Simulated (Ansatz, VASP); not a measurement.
One calculation of Rh, two programs

File INCAR:

```
SYSTEM = Rh
PREC = Accurate ; ENCUT = 520
EDIFF = 1E-6 ; ISMEAR = 0
SIGMA = 0.15 ; LREAL = .False.
LASPH = .True. ; NELM = 80
ALGO = Fast ; ISIF = 2
LWAVE = .False. ; LCHARG = .False.
GGA = PE ; NBANDS = 14
```

KPOINTS

```
Automatic mesh
0
Gamma
  22 22 22
  0 0 0
```

POSCAR

```
Rh
1.0
    0.0000000000      1.9112123954      2.2303848654
    1.9112123954      0.0000000000      2.2303848654
    1.9112123954      1.9112123954      0.0000000000
Rh
1
Direct
    0.0000000000      0.0000000000      0.0000000000
```

Input for Ansatz:

```yaml
crystal:
  lattice:
    - [0.0, 1.9112123954, 2.2303848654]
    - [1.9112123954, 0.0, 2.2303848654]
    - [1.9112123954, 1.9112123954, 0.0]
  atoms:
    - { symbol: Rh, position: [0.0, 0.0, 0.0] }
basis:
  ecutwfc: 420
kpoints:
  mp_grid: { grid: [22, 22, 22] }
hamiltonian:
  xc: pbe
  pseudopotentials: { kind: paw, azcp: { folder: soft_1 } }
scf:
  occupations: { method: gaussian, width: 0.15 }
output:
  forces: true
  stress: true
  eigenvalues: true
```

Alike in both runs: task single point; functional PBE; k mesh 22 × 22 × 22; occupations gaussian, width 0.15 eV; no spin polarisation.

```csv
,VASP,Ansatz
version,VASP 6.6.1,Ansatz 0.2.0
potentials or method,"VASP PAW PBE potentials, release 64 (Rh_pv)","scalar-relativistic, plane waves, PAW"
plane-wave cutoff (eV),520,420
valence electrons in the cell,15,17
```

```csv
,VASP,Ansatz,Ansatz less VASP
gap on the k mesh at the Fermi level (eV),none,none,-
pressure (GPa),-22.9,-22.8,+0.07
largest component of the traceless stress (GPa),13.66,13.69,+0.031
```

A gap of «none» marks a metal or a gap that the smearing closes. The functional is the same, so the differences come from potentials, cutoffs and numerics. The two sets of potentials don't hold the same shells in valence.

Caveats: so large a pressure means that the cell lies far from this level's equilibrium, or that cutoff or potentials fall short (VASP).
